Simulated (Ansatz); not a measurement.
# Sb2Te3: response to strain

The parent structure is Sb2Te3 in the Bi2Te3 type structure (space group R-3m, No. 166; a = 4.287 Å, c = 30.930 Å (hexagonal axes)). Axes: x lies along a and z along c of the hexagonal cell.

Strains are applied to the cell and any free atomic positions relax; under biaxial strain the out-of-plane vector relaxes too.

The values are results of r2SCAN+rVV10/PAW in Ansatz (a program for electronic structure), scalar-relativistic without spin-orbit coupling, earlier PAW set, not measurements.

Notes on the quantities. energy relative to the base: free energy F; pressure: mean of the normal stresses, compression positive.

| change | energy relative to the base | pressure | band gap | shortest interatomic distance |
|---|---|---|---|---|
| base | 0 meV/atom | 0.00 GPa | 0.27 eV | 5.672 bohr |
| biaxial strain −2.70 %, plane normal [001], relaxed out of plane | +12 meV/atom | 1.49 GPa | 0.21 eV | 5.620 bohr |
| biaxial strain −0.36 %, plane normal [001], relaxed out of plane | +0.2 meV/atom | 0.19 GPa | 0.29 eV | 5.665 bohr |
| isotropic strain −4.25 % | +70 meV/atom | 6.5 GPa | zero | 5.555 bohr |
| isotropic strain −1.98 % | ___ | ___ | zero | 5.619 bohr |
| isotropic strain −1.37 % | +6.3 meV/atom | 1.60 GPa | 0.14 eV | 5.636 bohr |
| uniaxial strain ε_zz = −0.71 % | +0.2 meV/atom | 0.18 GPa | 0.22 eV | 5.670 bohr |

Problem. Fill in the withheld entries from the trend.

Solution. 
- isotropic strain −1.98 %, energy relative to the base: +14 meV/atom
- isotropic strain −1.98 %, pressure: 2.5 GPa

A case with no gap was solved on a k-mesh chosen for an insulator, which is coarse for it. Spin-orbit coupling, missing from the scalar runs, can matter with Sb and Te. Stability against distortions was not tested. The final runs are not spin-polarised. Gaps under 0.05 eV, about the width of the smearing, are given as zero. A zero or small gap of Sb2Te3 can be the functional's error rather than a property of the material.
